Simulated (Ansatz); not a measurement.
Runs of Ansatz 0.2.0 on PtS2. Symmetry: P-3m1, No. 164, trigonal system. Conventional cell: a = 3.543 Å, b = 3.543 Å, c = 5.039 Å, α = 90.00°, β = 90.00°, γ = 120.00°. Pt (site symmetry -3m) is surrounded by 6 S at 2.34 Å. S (site symmetry 3m) has 3 Pt at 2.34 Å as nearest neighbours. 

```tsv
screening (1/Å)	gap on the mesh (eV)	pressure (GPa)	largest force (eV/Å)
0.3	1.77	(c)	0.94
0.1	2.21	6.7	(a)
0.15	2.06	6.8	0.89
0.2	1.95	6.9	(b)
```

Alike in all rows: task single point; level HSE06 form with a typed share of exact exchange; potentials or basis Ansatz PAW; no spin polarisation; cell as given; k mesh 5 × 5 × 3; cutoff (eV) 420; smearing fermi-dirac 0.05 eV.

Task: Estimate the missing entries.

Result: (a) 0.87; (b) 0.90; (c) 7.4.

Caveats: odd divisions of the mesh miss points on the zone boundary, where band edges often lie, so the gap on the mesh can be too wide; spin-orbit coupling is left out, which moves the levels of the heavy elements; the PAW data sets come from PBE, with cores solved anew for the run's functional, which leaves a small shift of forces and pressure; the thresholds are loose for stress.

A k mesh can miss the band edges, and the runs leave out spin-orbit coupling on Pt.
